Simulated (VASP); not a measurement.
These are PBE GGA, VASP's PBE PAW potentials (set 64) (plane waves; VASP) values and carry that method's errors.

Input for VASP

### INCAR
```
SYSTEM = LiI
PREC = Accurate
ENCUT = 400
EDIFF = 1E-6
NELM = 100
ALGO = Normal
LREAL = .FALSE.
LASPH = .TRUE.
ISMEAR = -1
SIGMA = 0.05
GGA = PE
LMAXMIX = 4
LWAVE = .FALSE.
LCHARG = .FALSE.
ISIF = 2
```

### KPOINTS
```
Automatic mesh
0
Gamma
7 7 7
0 0 0
```

### POSCAR
```
LiI
1
    0.0000000000     2.9817880000     2.9817880000
    2.9817880000     0.0000000000     2.9817880000
    2.9817880000     2.9817880000     0.0000000000
Li I
1 1
Direct
  0.0000000000   0.0000000000   0.0000000000
  0.5000000000   0.5000000000   0.5000000000
```

POTCAR, in this order: Li_sv I (PBE.64 set). Program: vasp_std.

Output

### OUTCAR
```
 ion  position               nearest neighbor table
   1  0.000  0.000  0.000-   2 2.98   2 2.98   2 2.98   2 2.98   2 2.98   2 2.98
   2  0.500  0.500  0.500-   1 2.98   1 2.98   1 2.98   1 2.98   1 2.98   1 2.98
  LATTYP: Found a face centered cubic cell.
 ALAT       =     5.9635760000
 Subroutine PRICEL returns:
 Original cell was already a primitive cell.
 Subroutine GETGRP returns: Found 48 space group operations
The static configuration has the point symmetry O_h .
The dynamic configuration has the point symmetry O_h .
 Subroutine INISYM returns: Found 48 space group operations
 Subroutine IBZKPT returns following result:
 Found     20 irreducible k-points:

 Following reciprocal coordinates:
            Coordinates               Weight
  0.000000  0.000000  0.000000      1.000000
  0.142857  0.000000  0.000000      8.000000
  0.285714  0.000000  0.000000      8.000000
  0.428571  0.000000  0.000000      8.000000
  0.142857  0.142857  0.000000      6.000000
  0.285714  0.142857  0.000000     24.000000
  0.428571  0.142857  0.000000     24.000000
 -0.428571  0.142857  0.000000     24.000000
 -0.285714  0.142857  0.000000     24.000000
 -0.142857  0.142857  0.000000     12.000000
  0.285714  0.285714  0.000000      6.000000
  0.428571  0.285714  0.000000     24.000000
 -0.428571  0.285714  0.000000     24.000000
 -0.285714  0.285714  0.000000     12.000000
  0.428571  0.428571  0.000000      6.000000
 -0.428571  0.428571  0.000000     12.000000
  0.428571  0.285714  0.142857     24.000000
 -0.428571  0.285714  0.142857     48.000000
 -0.428571  0.428571  0.142857     24.000000
 -0.285714  0.428571  0.142857     24.000000
   k-points           NKPTS =     20   k-points in BZ     NKDIM =     20   number of bands    NBANDS=      9
   number of dos      NEDOS =    301   number of ions     NIONS =      2
   total plane-waves  NPLWV =  21952
   dimension x,y,z NGX =    28 NGY =   28 NGZ =   28
...
```

OSZICAR:
```
       N       E                     dE             d eps       ncg     rms          rms(c)
DAV:   1     0.354484184313E+02    0.35448E+02   -0.31407E+03   360   0.801E+02
DAV:   2    -0.402148529934E+01   -0.39470E+02   -0.38096E+02   477   0.131E+02
DAV:   3    -0.583735761005E+01   -0.18159E+01   -0.18149E+01   446   0.315E+01
DAV:   4    -0.587989479128E+01   -0.42537E-01   -0.42519E-01   530   0.553E+00
DAV:   5    -0.588060929657E+01   -0.71451E-03   -0.71449E-03   517   0.590E-01    0.228E+00
DAV:   6    -0.586395350761E+01    0.16656E-01   -0.23723E-02   412   0.107E+00    0.146E+00
DAV:   7    -0.587384066989E+01   -0.98872E-02   -0.32782E-02   448   0.123E+00    0.316E-01
DAV:   8    -0.587449537160E+01   -0.65470E-03   -0.43544E-03   385   0.493E-01    0.702E-02
DAV:   9    -0.587450056237E+01   -0.51908E-05   -0.11024E-04   517   0.960E-02    0.594E-02
DAV:  10    -0.587450622546E+01   -0.56631E-05   -0.24753E-05   421   0.365E-02    0.382E-02
DAV:  11    -0.587452201923E+01   -0.15794E-04   -0.27608E-05   384   0.426E-02    0.158E-02
DAV:  12    -0.587452440512E+01   -0.23859E-05   -0.59731E-07   368   0.807E-03    0.278E-03
DAV:  13    -0.587452447849E+01   -0.73371E-07   -0.25710E-07   223   0.441E-03
   1 F= -.58745245E+01 E0= -.58745245E+01  d E =-.748903E-10
```

**OUTCAR**
```
------------------------ aborting loop because EDIFF is reached ----------------------------------------
  FORCE on cell =-STRESS in cart. coord.  units (eV):
  Direction    XX          YY          ZZ          XY          YZ          ZX
  --------------------------------------------------------------------------------------
  Total       -0.0068465     -0.0068465     -0.0068465      0.0000000     -0.0000000      0.0000000
  in kB       -0.2068813     -0.2068813     -0.2068813      0.0000000     -0.0000000      0.0000000
  external PRESSURE =      -0.2068813 kB  Pullay stress =       0.0000000 kB
  volume of cell :       53.02
      direct lattice vectors                 reciprocal lattice vectors
     0.000000000  2.981788000  2.981788000    -0.167684624  0.167684624  0.167684624
     2.981788000  0.000000000  2.981788000     0.167684624 -0.167684624  0.167684624
     2.981788000  2.981788000  0.000000000     0.167684624  0.167684624 -0.167684624
 POSITION                                       TOTAL-FORCE (eV/Angst)
 -----------------------------------------------------------------------------------
      0.00000      0.00000      0.00000         0.000000     -0.000000     -0.000000
      2.98179      2.98179      2.98179        -0.000000      0.000000      0.000000
 -----------------------------------------------------------------------------------
    total drift:                                0.000000      0.000000      0.000000
  FREE ENERGIE OF THE ION-ELECTRON SYSTEM (eV)
  ---------------------------------------------------
  free  energy   TOTEN  =        -5.8745244785 eV

  energy  without entropy=       -5.8745244784  energy(sigma->0) =       -5.87452448
```
(Selected blocks of OUTCAR.)

File OUTCAR:
```
 val. band max:        2.3339356447   @ k =   0.0000   0.0000   0.0000

 cond. band min:       6.8048626915   @ k =   0.0000   0.0000   0.0000


 Fermi energy:         3.3957294096

 k-point     1 :       0.0000    0.0000    0.0000
  band No.  band energies     occupation
      1     -43.0900      2.00000
      2      -9.3943      2.00000
      3       2.3339      2.00000
      4       2.3339      2.00000
      5       2.3339      2.00000
      6       6.8049      0.00000
      7      10.6082      0.00000
      8      10.6082      0.00000
      9      10.6082      0.00000

 k-point     2 :       0.1429    0.0000    0.0000
  band No.  band energies     occupation
      1     -43.0899      2.00000
      2      -9.3013      2.00000
      3       1.5420      2.00000
      4       2.2743      2.00000
      5       2.2743      2.00000
      6       7.3612      0.00000
      7      10.0969      0.00000
      8      10.3308      0.00000
      9      10.3308      0.00000

 k-point     3 :       0.2857    0.0000    0.0000
  band No.  band energies     occupation
      1     -43.0898      2.00000
      2      -9.0752      2.00000
      3       0.2367      2.00000
      4       2.1514      2.00000
      5       2.1514      2.00000
      6       7.3338      0.00000
      7       9.2159      0.00000
      8       9.2159      0.00000
      9      11.1008      0.00000

 k-point     4 :       0.4286    0.0000    0.0000
  band No.  band energies     occupation
      1     -43.0897      2.00000
      2      -8.8729      2.00000
      3      -0.6115      2.00000
      4       2.0625      2.00000
      5       2.0625      2.00000
      6       6.9671      0.00000
      7       8.5937      0.00000
      8       8.5938      0.00000
      9      12.4071      0.00000

 k-point     5 :       0.1429    0.1429    0.0000
  band No.  band energies     occupation
      1     -43.0900      2.00000
      2      -9.2694      2.00000
      3       1.6308      2.00000
...
```

At this cut-off the stress carries a Pulay error, which pulls relaxed volumes low.  Unless said otherwise, spin-orbit coupling is left out, though it shifts the bands of the heavy elements here.

The structure comes from a computed database's LiI entry; how it stands against other phases isn't given here. The cell was not relaxed at this level. The run is one of a series of settings (KPOINTS 7×7×7 Γ-centred mesh against the base run), some of them coarse on purpose.
